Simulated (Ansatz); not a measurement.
# Ge (I4/mmm) in Ansatz: further runs

Aim: see how the results for Ge move with the level of theory and the settings. Levels: RPBE, revPBE, BLYP. Tasks: band structure.

Everything below comes from runs of Ansatz 0.2.0. Logs are shortened: lines on timing, memory, paths and dates and some standing lists are left out, and cuts for length are marked.

## 1. The structure

It takes space group I4/mmm (No. 139, tetragonal). The conventional cell has a = 3.217 Å, b = 3.217 Å, c = 3.746 Å, α = 90.00°, β = 90.00°, γ = 90.00°. Ge (site symmetry 4/mmm) is surrounded by 12 Ge at 2.95 to 3.22 Å.

The cell was built by a generator and needn't be a form met in nature.

## 2. Band structure, RPBE

Contents of input.yaml:

```yaml
crystal:
  lattice:
    - [-1.60842, 1.60842, 1.87318]
    - [1.60842, -1.60842, 1.87318]
    - [1.60842, 1.60842, -1.87318]
  atoms:
    - { symbol: Ge, position: [0.5, 0.5, 0.0] }
hamiltonian:
  xc: rpbe
  pseudopotentials: { kind: paw }
kpoints:
  mp_grid: { grid: [12, 12, 12] }
  band_path:
    path:
      - [[0.0, 0.0, 0.0], [0.0, 0.0, 0.5], [-0.3686463256, 0.3686463256, 0.5], [-0.4343231628, 0.4343231628, 0.4343231628], [0.0, 0.0, 0.0], [0.5, 0.5, -0.5], [0.4343231628, 0.5656768372, -0.4343231628], [0.0, 0.5, 0.0], [0.25, 0.25, 0.25], [0.5, 0.5, -0.3686463256], [0.5, 0.5, -0.5]]
      - [[0.0, 0.0, 0.5], [0.25, 0.25, 0.25]]
    npoints: 14
scf:
  occupations: { method: fermi_dirac, width: 0.05 }
  n_extra_bands: 6
output:
  forces: true
  stress: true
  eigenvalues: true
  fatbands: false
  write_density: true
  write_potential: true
  elf: true
  volumetric_format: npy
```

Potentials or basis: Ansatz PAW.

Run with:

```
> ansatz run input.yaml --threads 2 --pin off --max-ram 5632MiB --backend cpu --events-out ev --progress --plain --runs-dir out
```

Standard output:

```text
Warning: RAYON_NUM_THREADS=2 ignored (pool sized by the plan → 2); use --threads N
scf.n_extra_bands = 6 over 7 filled bands (N_el = 14.0): the run solves 13 bands
Engine: ansatz 0.2.0, aarch64-unknown-linux-gnu
Pseudopotentials: kind: paw
Pseudopotential: Ge, paw, valence charge 14, recommended cutoff 420 eV (normal), Ge.paw.azcp
Functional definition: RPBE
  parameter kappa = 0.804
  parameter beta = 0.06672455060314922
  exchange = rpbe_x(kappa = kappa, mu = beta*pi^2/3)
  correlation = pbe_c(beta = beta)
Crystal: 1 atoms, lattice volume = 19.384 Å³
Basis set: ecut = 420 eV, 363 PW (Γ), exchange–correlation on 40×40×40 points (8 copies of the dense FFT grid, shifted against one another)
Bands: 13, of which v1, the nominal top of the filled ones, is band 7 counted from 1 (6 counted from 0)
Symmetry: 16 space group operations
Space group: I4/mmm (ITA 139), of the structure as read, at distance tolerance 2.7e-5 Å
k-points: 163 of 1728
Non-local potential: Ge, projectors of the file, l = 0: 2, l = 1: 2, l = 2: 3, l = 3: 1
PAW form: soft (Blöchl's): semilocal exchange-correlation on the pseudo side does not see the compensation charge
PAW frozen core: Ge, regenerated for the run's functional, and the local potential with it (the file was generated under x = pbe(κ = 0.804, μ = 0.2195149727645171), c = pbe(β = 0.06672455060314922))
PAW one-centre angular grid: Ge, 590 points (default); XC on 64 Gauss nodes
Initial density: superposition of atomic densities (neutral atoms: chi_scale 0, normalization atom), corrected by the library's trained network
Initial wavefunctions: pseudopotential atomic-orbital guess
Functional: x = rpbe, c = pbe(β = 0.06672455060314922)
SCF iter   1: F=—  HF=-4300.352979 eV  |F-HF|=—  |Δ(HF+E_count)|=         —  Δρ=2.22e-3  dr2=4.17e-4  ethr=1.77e-3  ⟨swp⟩=5.5  Hψ=12045  notcnv=0  defer=63
preconditioner: auto → none  [metal: Δε(μ)=0.012 eV  Ē_g=30.285 eV  σ=0.050 eV  W_gap=0.06  n_scr=8 (ndim 8)  ℏωp=31.6 eV  f_vac=0.000  D(μ)=0.50/eV (n_scr^D=0)  sad-step TF]
SCF iter   2: F=—  HF=-4300.352542 eV  |F-HF|=—  |Δ(HF+E_count)|=   4.37e-4  Δρ=1.18e-3  dr2=2.35e-4  ethr=2.98e-6  ⟨swp⟩=2.0  Hψ=4356  notcnv=0  defer=68
SCF iter   3: F=—  HF=-4300.352507 eV  |F-HF|=—  |Δ(HF+E_count)|=   3.42e-5  Δρ=5.48e-4  dr2=3.74e-5  ethr=1.68e-6  ⟨swp⟩=1.4  Hψ=2153  notcnv=0  defer=68
SCF iter   4: F=—  HF=-4300.352503 eV  |F-HF|=—  |Δ(HF+E_count)|=   4.81e-6  Δρ=2.70e-5  dr2=1.01e-7  ethr=2.67e-7  ⟨swp⟩=2.0  Hψ=2493  notcnv=0  defer=68
iter 5 did not close the SCF: its close was put off for the readings that it lacked (scf_convergence_deferred on its scf_iter line)
SCF iter   5: F=-4300.352503 eV  HF=-4300.352503 eV  |F-HF|=2.30e-9  |Δ(HF+E_count)|=   1.06e-8  Δρ=6.54e-6  dr2=7.02e-9  ethr=7.23e-10  ⟨swp⟩=2.8  Hψ=2877  notcnv=0  defer=68
SCF iter   6: F=-4300.352503 eV  HF=-4300.352503 eV  |F-HF|=3.64e-11  |Δ(HF+E_count)|=  2.65e-10  Δρ=1.31e-6  dr2=2.58e-10  ethr=5.02e-11  ⟨swp⟩=6.5  Hψ=10604  notcnv=0
SCF 1 converged in 6 iterations: F = -4300.352503 eV  dr2 = 2.58e-10
NSCF: frozen V_eff on 156 k-points
SCF converged after 6 iterations
Free energy (F): -4300.352503 eV
Harris-Foulkes:  -4300.352503 eV  (|F-HF|=3.64e-11)
Internal energy: -4300.348323 eV  (E = F + TS)
E sigma→0 (E₀):  -4300.350413 eV
Entropy (-TS):   -0.004180 eV (-4.180 meV/atom)
Fermi energy:    10.925928 eV
--- Per-component energies (eV) ---
  E_band       = -116.502452
  E_kinetic    = 109.617588
  E_local      = -2147.990403  (includes V_loc(G=0)·N_el)
  E_nonlocal   = 414.337975
  E_hartree    = 937.833478
  E_xc         = -75.480772
  E_vxc        = -64.114230  (∫ρ·V_xc dr)
  E_paw        = -2021.317187  (= ΣΔE_a)
  E_vpaw       = -304.021150  (= ΣTr[D̂ρ^β])
  E_aug_tail   = 0.000333  (compensation charges beyond the density's cutoff)
  E_ewald      = -1517.167428
  E_core_change = -0.181906  (= ΣΔE_core)
  E_smearing   = -0.004180  (= −TS)
  E_closure    = 0.000000  (closes the sum)
  Σ components = -4300.352503   (vs F -4300.352503, Δ=0.00e0)
--- Forces (eV/Å), atoms counted from 1 ---
  atom   1  Ge     0.00000000    -0.00000000     0.00000000
  max |Σ_I F_I| component: 3.16e-30 eV/Å
--- Stress (GPa, compression-positive) ---
        1.954894      -0.000000       0.000000
       -0.000000       1.954894       0.000000
        0.000000      -0.000000       2.547883
  P = ⅓ Tr σ = 2.1526 GPa (21.526 kbar)
--- Band table (eV; the first three rows and the last of 163) ---
  k-point 0: bands = ["-13.9188", "-13.9188", "-13.9015", "-13.8682", "-13.8302", "-2.1103", "19.4845", "19.7937", "19.7937", "24.6156", "24.6156", "26.0061", "26.2982"]
  k-point 1: bands = ["-13.9214", "-13.9102", "-13.9008", "-13.8662", "-13.8315", "-1.9112", "18.6624", "18.8320", "19.2759", "23.2244", "25.1053", "25.7993", "26.4757"]
  k-point 2: bands = ["-13.9285", "-13.9006", "-13.8863", "-13.8606", "-13.8337", "-1.3138", "16.5076", "17.2032", "18.1931", "21.6044", "22.3867", "27.4578", "28.3472"]
  k-point 162: bands = ["-13.9479", "-13.9246", "-13.8206", "-13.7974", "-13.7974", "7.3705", "8.4227", "11.6108", "11.6108", "15.2956", "16.0578", "37.3542", "37.5543"]
```

Run time: 1.6 s. Hardware: 2 threads of Arm Neoverse V2, shared host; peak memory 0.3 GiB.

Results:

```yaml
Free_energy: -4300.3525 eV
Pressure: 2.2 GPa
Band_gap_on_the_k_mesh: none (metal or under the smearing width)
```

Levels at the corners of the path, in eV from the Fermi level:
```tsv
point	band 3	band 4	band 5	band 6	band 7	band 8	band 9	band 10	band 11	band 12
Γ	-24.83	-24.79	-24.76	-13.04	8.56	8.87	8.87	13.69	13.69	15.08
X	-24.76	-24.75	-24.71	-6.71	-4.89	3.09	4.58	7.64	7.74	22.47
Y	-24.76	-24.75	-24.72	-4.15	-1.98	-1.09	0.29	6.75	7.84	20.18
S	-24.75	-24.73	-24.73	-3.96	-2.24	-0.53	0.94	4.87	7.18	23.22
Γ	-24.83	-24.79	-24.76	-13.04	8.56	8.87	8.87	13.69	13.69	15.08
Z	-24.75	-24.72	-24.72	-3.56	-2.50	0.68	0.68	4.37	5.13	26.43
S1	-24.75	-24.73	-24.73	-3.96	-2.24	-0.53	0.94	4.87	7.18	23.22
N	-24.79	-24.76	-24.73	-7.78	-5.42	5.06	7.29	10.20	10.56	15.66
P	-24.80	-24.77	-24.76	-5.69	-2.09	-2.09	-1.24	16.87	19.00	19.00
Y1	-24.76	-24.75	-24.72	-4.15	-1.98	-1.09	0.29	6.75	7.84	20.18
Z	-24.75	-24.72	-24.72	-3.56	-2.50	0.68	0.68	4.37	5.13	26.43
X	-24.76	-24.75	-24.71	-6.71	-4.89	3.09	4.58	7.64	7.74	22.47
P	-24.80	-24.77	-24.76	-5.69	-2.09	-2.09	-1.24	16.87	19.00	19.00
```

Caveat: the PAW data sets come from PBE, with cores solved anew for the run's functional, which leaves a small shift of forces and pressure.

## 3. Band structure, revPBE

Changes to input.yaml since step 2:

```diff
@@ -8,3 +8,3 @@
 hamiltonian:
-  xc: rpbe
+  xc: revpbe
   pseudopotentials: { kind: paw }
```

Potentials or basis: Ansatz PAW.

Run with:

```
> ansatz run input.yaml --threads 2 --pin off --max-ram 5632MiB --backend cpu --events-out ev --progress --plain --runs-dir out
```

Run time: 1.6 s. Hardware: 2 threads of Arm Neoverse V2, shared host; peak memory 0.3 GiB.

It converged, with:

```
Free energy            : -4298.7146 eV
Pressure               : 1.7 GPa
Band gap on the k mesh : none (metal or under the smearing width)
```

Stress tensor (GPa, compression positive):
```
1.52 0.00 0.00
0.00 1.52 0.00
0.00 0.00 2.14
```

Levels at the corners of the path, in eV from the Fermi level:
```
point  band 4  band 5  band 6  band 7  band 8  band 9  band 10  band 11
    Γ  -24.79  -24.75  -13.04    8.55    8.85    8.85    13.70    13.70
    X  -24.74  -24.71   -6.72   -4.88    3.09    4.58     7.64     7.76
    Y  -24.74  -24.71   -4.17   -1.98   -1.08    0.29     6.76     7.85
    S  -24.72  -24.72   -3.98   -2.24   -0.53    0.94     4.88     7.19
    Γ  -24.79  -24.75  -13.04    8.55    8.85    8.85    13.70    13.70
    Z  -24.72  -24.72   -3.57   -2.50    0.69    0.69     4.38     5.15
   S1  -24.72  -24.72   -3.98   -2.24   -0.53    0.94     4.88     7.19
    N  -24.75  -24.72   -7.79   -5.42    5.05    7.29    10.20    10.57
    P  -24.76  -24.76   -5.71   -2.09   -2.09   -1.23    16.86    19.01
   Y1  -24.74  -24.71   -4.17   -1.98   -1.08    0.29     6.76     7.85
    Z  -24.72  -24.72   -3.57   -2.50    0.69    0.69     4.38     5.15
    X  -24.74  -24.71   -6.72   -4.88    3.09    4.58     7.64     7.76
    P  -24.76  -24.76   -5.71   -2.09   -2.09   -1.23    16.86    19.01
```

Caveat: the PAW data sets come from PBE, with cores solved anew for the run's functional, which leaves a small shift of forces and pressure.

## 4. Band structure, BLYP

Changes to input.yaml since step 3:

```diff
@@ -8,3 +8,3 @@
 hamiltonian:
-  xc: revpbe
+  xc: blyp
   pseudopotentials: { kind: paw }
```

Potentials or basis: Ansatz PAW.

Run with:

```
> ansatz run input.yaml --threads 2 --pin off --max-ram 5632MiB --backend cpu --events-out ev --progress --plain --runs-dir out
```

Standard output:

```text
Warning: RAYON_NUM_THREADS=2 ignored (pool sized by the plan → 2); use --threads N
scf.n_extra_bands = 6 over 7 filled bands (N_el = 14.0): the run solves 13 bands
[... 3 set-up lines as earlier in the session ...]
Functional definition: BLYP
  parameter beta = 0.0042
  parameter a = 0.04918
  parameter b = 0.132
  parameter c = 0.2533
  parameter d = 0.349
  exchange = b88_x(beta = beta)
  correlation = lyp_c(a = a, b = b, c = c, d = d)
Crystal: 1 atoms, lattice volume = 19.384 Å³
Basis set: ecut = 420 eV, 363 PW (Γ), exchange–correlation on 40×40×40 points (8 copies of the dense FFT grid, shifted against one another)
Bands: 13, of which v1, the nominal top of the filled ones, is band 7 counted from 1 (6 counted from 0)
[... 2 set-up lines as earlier in the session ...]
k-points: 163 of 1728
[... 6 set-up lines as earlier in the session ...]
Functional: x = b88, c = lyp
SCF iter   1: F=—  HF=-4304.675646 eV  |F-HF|=—  |Δ(HF+E_count)|=         —  Δρ=9.53e-3  dr2=1.40e-2  ethr=1.77e-3  ⟨swp⟩=5.5  Hψ=12129  notcnv=0  defer=35
preconditioner: auto → none  [metal: Δε(μ)=0.042 eV  Ē_g=30.501 eV  σ=0.050 eV  W_gap=0.21  n_scr=8 (ndim 8)  ℏωp=31.6 eV  f_vac=0.000  D(μ)=0.33/eV (n_scr^D=0)  sad-step TF]
SCF iter   2: F=—  HF=-4304.673111 eV  |F-HF|=—  |Δ(HF+E_count)|=   2.54e-3  Δρ=5.98e-3  dr2=5.99e-3  ethr=1.00e-4  ⟨swp⟩=1.0  Hψ=3426  notcnv=0  defer=38
SCF iter   3: F=—  HF=-4304.671829 eV  |F-HF|=—  |Δ(HF+E_count)|=   1.28e-3  Δρ=1.02e-3  dr2=1.63e-4  ethr=4.28e-5  ⟨swp⟩=2.8  Hψ=3197  notcnv=0  defer=38
SCF iter   4: F=—  HF=-4304.671729 eV  |F-HF|=—  |Δ(HF+E_count)|=   9.98e-5  Δρ=2.13e-4  dr2=5.01e-6  ethr=1.16e-6  ⟨swp⟩=2.0  Hψ=3035  notcnv=0  defer=38
SCF iter   5: F=—  HF=-4304.671737 eV  |F-HF|=—  |Δ(HF+E_count)|=   7.69e-6  Δρ=8.21e-5  dr2=9.17e-7  ethr=3.58e-8  ⟨swp⟩=2.0  Hψ=3036  notcnv=0  defer=38
SCF iter   6: F=-4304.671736 eV  HF=-4304.671736 eV  |F-HF|=8.45e-10  |Δ(HF+E_count)|=   8.32e-7  Δρ=5.71e-6  dr2=3.43e-9  ethr=7.14e-10  ⟨swp⟩=7.8  Hψ=11714  notcnv=0
SCF 1 converged in 6 iterations: F = -4304.671736 eV  dr2 = 3.43e-9
NSCF: frozen V_eff on 156 k-points
SCF converged after 6 iterations
Free energy (F): -4304.671736 eV
Harris-Foulkes:  -4304.671736 eV  (|F-HF|=8.45e-10)
Internal energy: -4304.668659 eV  (E = F + TS)
E sigma→0 (E₀):  -4304.670198 eV
Entropy (-TS):   -0.003077 eV (-3.077 meV/atom)
Fermi energy:    11.227027 eV
--- Per-component energies (eV) ---
  E_band       = -112.843940
  E_kinetic    = 111.026225
  E_local      = -2147.313644  (includes V_loc(G=0)·N_el)
  E_nonlocal   = 410.123458
  E_hartree    = 940.084449
  E_xc         = -74.599569
  E_vxc        = -62.880479  (∫ρ·V_xc dr)
  E_paw        = -2026.933112  (= ΣΔE_a)
  E_vpaw       = -303.971109  (= ΣTr[D̂ρ^β])
  E_aug_tail   = 0.000293  (compensation charges beyond the density's cutoff)
  E_ewald      = -1517.167428
  E_core_change = 0.110668  (= ΣΔE_core)
  E_smearing   = -0.003077  (= −TS)
  E_closure    = -0.000000  (closes the sum)
  Σ components = -4304.671736   (vs F -4304.671736, Δ=0.00e0)
--- Forces (eV/Å), atoms counted from 1 ---
  atom   1  Ge     0.00000000     0.00000000    -0.00000000
  max |Σ_I F_I| component: 9.47e-30 eV/Å
--- Stress (GPa, compression-positive) ---
        6.939181       0.000000      -0.000000
        0.000000       6.939181      -0.000000
        0.000000       0.000000       7.544927
  P = ⅓ Tr σ = 7.1411 GPa (71.411 kbar)
--- Band table (eV; the first three rows and the last of 163) ---
  k-point 0: bands = ["-13.6679", "-13.6679", "-13.6493", "-13.6154", "-13.5777", "-1.7946", "19.4841", "19.7648", "19.7648", "25.0598", "25.0598", "26.5884", "27.1175"]
  k-point 1: bands = ["-13.6705", "-13.6592", "-13.6486", "-13.6134", "-13.5789", "-1.5973", "18.7229", "18.8346", "19.3092", "23.7872", "25.7682", "26.1808", "27.0016"]
  k-point 2: bands = ["-13.6775", "-13.6482", "-13.6352", "-13.6078", "-13.5811", "-1.0057", "16.5815", "17.3227", "18.3191", "22.2025", "23.0825", "27.9294", "28.6648"]
  k-point 162: bands = ["-13.6944", "-13.6713", "-13.5677", "-13.5456", "-13.5456", "7.3358", "8.7694", "11.8740", "11.8740", "16.0365", "16.7793", "37.8214", "37.8707"]
```

bands.tsv:

```text
# k_distance	band_0	band_1	band_2	band_3	band_4	band_5	band_6	band_7	band_8	band_9	band_10	band_11	band_12
# fermi_ev = 11.227027
# lock_threshold_ev = 1e-6
# [0, 0, 0] at k_distance = 0.000000
[... 169 lines left out ...]
10.649210	-24.889098	-24.874775	-24.814969	-24.811316	-24.811123	-6.215493	-3.306474	-0.466955	-0.209830	14.347725	15.138235	22.914929	22.965525
10.709108	-24.880676	-24.872086	-24.824262	-24.812863	-24.811303	-6.128016	-3.009780	-0.720128	-0.683218	15.203353	16.092527	22.023960	22.139965
10.769006	-24.871799	-24.869950	-24.833794	-24.814284	-24.811295	-6.058275	-2.686282	-1.133377	-0.909218	16.001810	17.064008	21.042685	21.367803
10.828904	-24.868564	-24.862562	-24.843439	-24.815225	-24.811290	-6.013069	-2.336416	-1.559418	-1.026408	16.640262	18.049500	20.045535	20.733773
10.888802	-24.868084	-24.853072	-24.853072	-24.815559	-24.811289	-5.997393	-1.960634	-1.960634	-1.066158	16.906569	19.044949	19.044949	20.466571
```

Wall time 1.7 s (2 threads of Arm Neoverse V2, shared host); peak memory 0.3 GiB.

Results:

```
Free energy            : -4304.6717 eV
Pressure               : 7.1 GPa
Band gap on the k mesh : none (metal or under the smearing width)
```

Levels at the corners of the path, in eV from the Fermi level:
```
point  band 5  band 6  band 7  band 8  band 9  band 10
    Γ  -24.80  -13.02    8.26    8.54    8.54    13.83
    X  -24.76   -6.90   -4.74    2.97    4.53     7.96
    Y  -24.77   -4.47   -1.94   -1.01    0.40     7.01
    S  -24.78   -4.28   -2.20   -0.46    0.89     5.29
    Γ  -24.80  -13.02    8.26    8.54    8.54    13.83
    Z  -24.77   -3.89   -2.46    0.65    0.65     4.81
   S1  -24.78   -4.28   -2.20   -0.46    0.89     5.29
    N  -24.78   -7.94   -5.25    4.86    7.14    10.42
    P  -24.81   -6.00   -1.96   -1.96   -1.07    16.91
   Y1  -24.77   -4.47   -1.94   -1.01    0.40     7.01
    Z  -24.77   -3.89   -2.46    0.65    0.65     4.81
    X  -24.76   -6.90   -4.74    2.97    4.53     7.96
    P  -24.81   -6.00   -1.96   -1.96   -1.07    16.91
```

Caveat: the PAW data sets come from PBE, with cores solved anew for the run's functional, which leaves a small shift of forces and pressure.

## 5. Overview

```csv
level,gap on the mesh (eV),pressure (GPa)
RPBE,none,2.2
revPBE,none,1.7
BLYP,none,7.1
```

Alike in all rows: task band structure; potentials or basis Ansatz PAW; no spin polarisation; cell as given; k mesh 12 × 12 × 12; cutoff (eV) 420; smearing fermi-dirac 0.05 eV.

Every run on the cell as given and a fine mesh finds a metal. The pressure there spans 1.7 GPa (revPBE) to 7.1 GPa (BLYP); a positive pressure means that this level wants a larger cell, a negative one a smaller.

Caveats: the PAW data sets come from PBE, with cores solved anew for the run's functional, which leaves a small shift of forces and pressure.

Absolute energies hang on the potentials; compare differences alone.
